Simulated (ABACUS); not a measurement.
# BaTiO3 (Barioperovskite) (Amm2) in ABACUS: further runs

The runs below take BaTiO3 (Barioperovskite) through single point, with PBEsol, LDA.

Everything below comes from runs of ABACUS 3.10.1. Logs are shortened: lines on timing, memory, paths and dates and some standing lists are left out, and cuts for length are marked.

## Step 1: The structure

Symmetry: Amm2, No. 38, orthorhombic system. Conventional cell: a = 3.986 Å, b = 5.674 Å, c = 5.690 Å, α = 90.00°, β = 90.00°, γ = 90.00°. Around Ba (site symmetry mm2) lie 12 O at 2.77 to 2.92 Å. Ti (site symmetry mm2) is surrounded by 6 O at 1.93 to 2.09 Å. O (site symmetry m) has 2 Ti at 1.93 to 2.09 Å as nearest neighbours. O (site symmetry mm2) is surrounded by 2 Ti at 2.00 Å.

## Step 2: Single point, PBEsol

Input file run_abacus.py:

```python
"""ABACUS run from a structure file: ASE reads it, the script writes STRU, KPT and INPUT."""
import re
import subprocess
import spglib
from ase import Atoms
from ase.io import read
from ase.units import Bohr

atoms = read("BaTiO3.cif")
cell, frac, numbers = spglib.standardize_cell((atoms.cell[:], atoms.get_scaled_positions(), atoms.numbers), to_primitive=True, symprec=1e-4)
atoms = Atoms(numbers=numbers, cell=cell, scaled_positions=frac, pbc=True)  # the primitive cell
atoms = atoms[(-atoms.numbers).argsort(kind="stable")]  # ABACUS lists atoms element by element
pseudo = {'Ba': 'Ba.upf', 'Ti': 'Ti.upf', 'O': 'O.upf'}
orbital = {}
magmoms = None
kmesh = [6, 6, 6]
params = {
    'suffix': 'BaTiO3',
    'calculation': 'scf',
    'basis_type': 'pw',
    'pseudo_dir': './',
    'symmetry': 1,
    'dft_functional': 'pbesol',
    'ecutwfc': 92,
    'pseudo_rcut': 7,
    'nspin': 1,
    'nbands': 30,
    'ks_solver': 'dav',
    'smearing_method': 'fd',
    'smearing_sigma': 0.00367493,
    'scf_thr': 1e-08,
    'scf_nmax': 100,
    'mixing_type': 'broyden',
    'mixing_beta': 0.7,
    'cal_force': 1,
    'cal_stress': 1,
    'out_chg': 1,
    'kpar': 4,
}

symbols = atoms.get_chemical_symbols()
elements = list(dict.fromkeys(symbols))
lines = ["ATOMIC_SPECIES"] + [f"{e} {atoms.get_masses()[symbols.index(e)]:.4f} {pseudo[e]}" for e in elements]
if orbital:
    lines += ["", "NUMERICAL_ORBITAL"] + [orbital[e] for e in elements]
lines += ["", "LATTICE_CONSTANT", f"{1 / Bohr:.10f}", "", "LATTICE_VECTORS"]
lines += [" ".join(f"{x:.10f}" for x in v) for v in atoms.cell]
lines += ["", "ATOMIC_POSITIONS", "Direct"]
for e in elements:
    lines += ["", e, "0.0", str(symbols.count(e))]
    for i, p in enumerate(atoms.get_scaled_positions(wrap=False)):
        if symbols[i] == e:
            mag = "" if magmoms is None else " mag " + " ".join(str(x) for x in (magmoms[i] if isinstance(magmoms[i], list) else [magmoms[i]]))
            lines.append(" ".join(f"{x:.10f}" for x in p) + " 1 1 1" + mag)
open("STRU", "w").write("\n".join(lines) + "\n")
open("KPT", "w").write("K_POINTS\n0\nGamma\n%d %d %d 0 0 0\n" % tuple(kmesh))
open("INPUT", "w").write("INPUT_PARAMETERS\n" + "".join(f"{k:<20s}{v}\n" for k, v in params.items()))

done = subprocess.run(['mpirun', '-np', '4', 'abacus'])
if done.returncode:
    raise SystemExit(done.returncode)
log = open("OUT.BaTiO3/running_scf.log").read()
print("final energy (eV):", re.findall(r"FINAL_ETOT_IS (\S+)", log))
```

Input file BaTiO3.cif:

```cif
data_BaTiO3
_cell_length_a 3.98550000
_cell_length_b 5.67380000
_cell_length_c 5.69030000
_cell_angle_alpha 90.00000000
_cell_angle_beta 90.00000000
_cell_angle_gamma 90.00000000
_space_group_name_H-M_alt 'Amm2'
_space_group_name_Hall 'A 2 -2'
_space_group_IT_number 38
loop_
_space_group_symop_operation_xyz
'x,y,z'
'-x,-y,z'
'-x,y,z'
'x,-y,z'
'x,y+1/2,z+1/2'
'-x,-y+1/2,z+1/2'
'-x,y+1/2,z+1/2'
'x,-y+1/2,z+1/2'
loop_
_atom_site_label
_atom_site_type_symbol
_atom_site_symmetry_multiplicity
_atom_site_Wyckoff_symbol
_atom_site_fract_x
_atom_site_fract_y
_atom_site_fract_z
_atom_site_occupancy
Ba1 Ba 2 a 0.0000000000 0.0000000000 0.0000000000 1
Ti1 Ti 2 b 0.5000000000 0.5000000000 0.0124000000 1
O1 O 4 e 0.5000000000 0.7433000000 0.2485400000 1
O2 O 2 a 0.0000000000 0.5000000000 0.9874000000 1
```

Potentials or basis: PseudoDojo NC SR 0.4 PBEsol stringent, plane waves.

Launch:

```sh
> OMP_NUM_THREADS=1 python run_abacus.py > log
```

running log:

```text
ABACUS v3.10.1

               Atomic-orbital Based Ab-initio Computation at UStc

 ------------------------------------------------------------------------------------

 READING GENERAL INFORMATION
                           global_out_dir = OUT.BaTiO3/
                           global_in_card = INPUT
                               pseudo_dir = ./
                              orbital_dir =
                                    DSIZE = 4
                                    GSIZE = 1

 READING UNITCELL INFORMATION
                                    ntype = 3
                  lattice constant (Bohr) = 1.88973
              lattice constant (Angstrom) = 1

 READING ATOM TYPE 1
                               atom label = Ba
                      L=0, number of zeta = 1
                      L=1, number of zeta = 1
                      L=2, number of zeta = 1
             number of atom for this type = 1

 READING ATOM TYPE 2
                               atom label = Ti
                      L=0, number of zeta = 1
                      L=1, number of zeta = 1
                      L=2, number of zeta = 1
             number of atom for this type = 1

 READING ATOM TYPE 3
                               atom label = O
                      L=0, number of zeta = 1
                      L=1, number of zeta = 1
                      L=2, number of zeta = 1
             number of atom for this type = 3

                        TOTAL ATOM NUMBER = 5
DIRECT COORDINATES
    atom                   x                   y                   z     mag                  vx                  vy                  vz
taud_Ba1            0.0000000000        0.0000000000        0.0000000000  0.0000        0.0000000000        0.0000000000        0.0000000000
taud_Ti1            0.5000000000        0.5124000000        0.5124000000  0.0000        0.0000000000        0.0000000000        0.0000000000
taud_O1            0.5000000000        0.9918400000        0.5052400000  0.0000        0.0000000000        0.0000000000        0.0000000000
taud_O2            0.5000000000        0.5052400000        0.9918400000  0.0000        0.0000000000        0.0000000000        0.0000000000
taud_O3            0.0000000000        0.4874000000        0.4874000000  0.0000        0.0000000000        0.0000000000        0.0000000000

                          Volume (Bohr^3) = 434.169
                             Volume (A^3) = 64.3371

 Lattice vectors: (Cartesian coordinate: in unit of a_0)
              +3.9855                  +0                  +0
                   +0             +2.8369            +2.84515
                   +0             -2.8369            +2.84515
 Reciprocal vectors: (Cartesian coordinate: in unit of 2 pi/a_0)
             +0.25091                  -0                  -0
                   -0           +0.176249           +0.175738
                   +0           -0.176249           +0.175738
 The esolver type has been set to : ksdft_pw

                PAO radial cut off (Bohr) = 7

 Read in pseudopotential file is Ba.upf
                     pseudopotential type = NC
          exchange-correlation functional = PBESOL
                 nonlocal core correction = 1
                        valence electrons = 10
                                     lmax = 2
                           number of zeta = 3
                     number of projectors = 6
                           L of projector = 0
[... 5 lines left out ...]
                PAO radial cut off (Bohr) = 7

 Read in pseudopotential file is Ti.upf
                     pseudopotential type = NC
          exchange-correlation functional = PBESOL
                 nonlocal core correction = 1
                        valence electrons = 12
                                     lmax = 2
                           number of zeta = 4
                     number of projectors = 6
                           L of projector = 0
[... 5 lines left out ...]
                PAO radial cut off (Bohr) = 7

 Read in pseudopotential file is O.upf
                     pseudopotential type = NC
          exchange-correlation functional = PBESOL
                 nonlocal core correction = 1
                        valence electrons = 6
                                     lmax = 2
                           number of zeta = 2
                     number of projectors = 5
                           L of projector = 0
                           L of projector = 0
                           L of projector = 1
                           L of projector = 1
                           L of projector = 2
     initial pseudo atomic orbital number = 27

 SETUP THE ELECTRONS NUMBER
            electron number of element Ba = 10
      total electron number of element Ba = 10
            electron number of element Ti = 12
[... 95 lines left out ...]
(for reciprocal lattice: )
                             BRAVAIS TYPE = 11
                     BRAVAIS LATTICE NAME = 11. Orthorhombic C (base-centered)
                                    ibrav = 11
                       right hand lattice = 1
(for k-lattice: )
                             BRAVAIS TYPE = 11
                     BRAVAIS LATTICE NAME = 11. Orthorhombic C (base-centered)
                                    ibrav = 11
                       right hand lattice = 1
                        ROTATION MATRICES = 8
                               nkstot_ibz = 52
K-POINTS REDUCTION ACCORDING TO SYMMETRY
     IBZ    DIRECT_X    DIRECT_Y    DIRECT_Z  WEIGHT  ibz2bz
       1  0.00000000  0.00000000  0.00000000  0.0046       0
       2  0.16666667  0.00000000  0.00000000  0.0093       1
       3  0.33333333  0.00000000  0.00000000  0.0093       2
       4  0.50000000  0.00000000  0.00000000  0.0046       3
       5  0.00000000  0.16666667  0.00000000  0.0185       6
       6  0.16666667  0.16666667  0.00000000  0.0370       7
[... 22 lines left out ...]
      29  0.00000000 -0.16666667  0.33333333  0.0185      60
      30  0.16666667 -0.16666667  0.33333333  0.0370      61
[... 22 further k points ...]

                               nkstot now = 52
[... K-POINTS DIRECT COORDINATES: 52 rows ...]

           k-point number in this process = 13
       minimum distributed K point number = 13
[... stars of the k points ...]

[... K-POINTS CARTESIAN COORDINATES: 13 rows ...]

[... K-POINTS DIRECT COORDINATES: 13 rows ...]

 SETUP PLANE WAVES FOR WAVE FUNCTIONS
     energy cutoff for wavefunc (unit:Ry) = 92
              fft grid for wave functions = [ 45, 48, 48 ]
                    number of plane waves = 7509
                         number of sticks = 469

 PARALLEL PW FOR WAVE FUNCTIONS
     PROC   COLUMNS(POT)             PW
        1            469           7509
 --------------- sum -------------------
        1            469           7509

 SETUP NONLOCAL PSEUDOPOTENTIALS IN PLANE WAVE BASIS
 Ba non-local projectors:
 projector 1 L=0
 projector 2 L=0
 projector 3 L=1
 projector 4 L=1
 projector 5 L=2
 projector 6 L=2
 Ti non-local projectors:
 projector 1 L=0
 projector 2 L=0
 projector 3 L=1
 projector 4 L=1
 projector 5 L=2
 projector 6 L=2
 O non-local projectors:
 projector 1 L=0
 projector 2 L=0
 projector 3 L=1
 projector 4 L=1
 projector 5 L=2
      TOTAL NUMBER OF NONLOCAL PROJECTORS = 75

 Init Non-Local PseudoPotential table :
 Init Non-Local-Pseudopotential done.

                                     npwx = 6503

 Make real space PAO into reciprocal space.
       max mesh points in Pseudopotential = 701
     dq(describe PAO in reciprocal space) = 0.01
                                    max q = 1155

 number of pseudo atomic orbitals for Ba is 3
WARNING: norm of atomic wavefunction # 2 of atomic type Ba is 0.999994, renormalized
WARNING: norm of atomic wavefunction # 3 of atomic type Ba is 0.950193, renormalized

 number of pseudo atomic orbitals for Ti is 4
WARNING: norm of atomic wavefunction # 3 of atomic type Ti is 0.999523, renormalized
WARNING: norm of atomic wavefunction # 4 of atomic type Ti is 0.990928, renormalized

 number of pseudo atomic orbitals for O is 2
WARNING: norm of atomic wavefunction # 2 of atomic type O is 0.999978, renormalized

 -------------------------------------------
 SELF-CONSISTENT
 -------------------------------------------
                                 init_chg = atomic

 PW ALGORITHM --------------- ION=   1  ELEC=   1--------------------------------

 Density error is 1.87974496594
                          Error Threshold = 0.01
----------------------------------------------------------
     Energy           Rydberg                 eV
----------------------------------------------------------
 E_KohnSham     -273.5563737523      -3721.9254072486
 E_Harris       -272.7029338966      -3710.3137623108
 E_Fermi        0.8362583051         11.3778779495
----------------------------------------------------------
[... 123 lines left out ...]
 Density error is 3.29653489575e-11
                          Error Threshold = 1.40850585796e-10
----------------------------------------------------------
     Energy           Rydberg                 eV
----------------------------------------------------------
 E_KohnSham     -274.4810451960      -3734.5062076611
 E_KS(sigma->0) -274.4810451960      -3734.5062076607
 E_Harris       -274.4810239200      -3734.5059181869
 E_band         -10.5358788134       -143.3479852991
 E_one_elec     -71.5510973015       -973.5026214525
 E_Hartree      59.4553747357        808.9318731304
 E_xc           -55.4677550566       -754.6775240384
 E_Ewald        -206.9175675735      -2815.2579352999
 E_entropy(-TS) -0.0000000001        -0.0000000007
 E_descf        0.0000000000         0.0000000000
 E_exx          0.0000000000         0.0000000000
 E_Fermi        0.8207834375         11.1673315735
----------------------------------------------------------

 charge density convergence is achieved
 final etot is -3734.5062077 eV
 EFERMI = 11.167331573 eV

 STATE ENERGY(eV) AND OCCUPATIONS    NSPIN == 1
 1/13 kpoint (Cartesian) = 0.0000 0.0000 0.0000 (6503 pws)
       1       -46.0384     0.00925926
       2       -22.3999     0.00925926
       3       -22.3980     0.00925926
       4       -22.3834     0.00925926
       5       -14.5182     0.00925926
       6       -6.54117     0.00925926
[... 182 lines left out ...]
      29        18.9180    3.53021e-69
      30        19.0635    1.92365e-70

[... levels at 7 further k points ...]

------------------------------------------------------------------------------------------
 TOTAL-FORCE (eV/Angstrom)
------------------------------------------------------------------------------------------
                       Ba1         0.0000000000         0.0000000000         0.1568551593
                       Ti1         0.0000000000         0.0000000000         0.2092190549
                        O1         0.0000000000        -0.0313176210        -0.2913632388
                        O2         0.0000000000         0.0313176210        -0.2913632388
                        O3         0.0000000000         0.0000000000         0.2166522633
------------------------------------------------------------------------------------------

----------------------------------------------------------------
 TOTAL-STRESS (KBAR)
----------------------------------------------------------------
       -34.4101499437         0.0000000000         0.0000000000
         0.0000000000       -33.0002422806         0.0000000000
         0.0000000000        -0.0000000000       -39.3404003938
----------------------------------------------------------------
 TOTAL-PRESSURE: -35.583598 KBAR

 --------------------------------------------
 !FINAL_ETOT_IS -3734.5062076610747681 eV
 --------------------------------------------
```

Run time: 37 s. Hardware: 4 MPI ranks of Intel Xeon 6975P-C (Granite Rapids), shared host; peak memory 0.72 GiB.

Results:

* Free energy: -3734.5062 eV
* Pressure: -3.6 GPa
* Largest force: 0.293 eV/Å
* Band gap on the k mesh: 1.86 eV, indirect (least direct gap 2.05 eV)

Forces on the atoms (eV/Å):
```
Ba   0.000  0.000  0.157
Ti   0.000  0.000  0.209
O    0.000 -0.031 -0.291
O    0.000  0.031 -0.291
O    0.000  0.000  0.217
```

Stress tensor (GPa, compression positive):
```
-3.44  0.00  0.00
 0.00 -3.30  0.00
 0.00  0.00 -3.93
```

Caveat: spin-orbit coupling is left out, which moves the levels of the heavy elements. A k mesh can miss the band edges.

(Continued in part 2 of 2.)
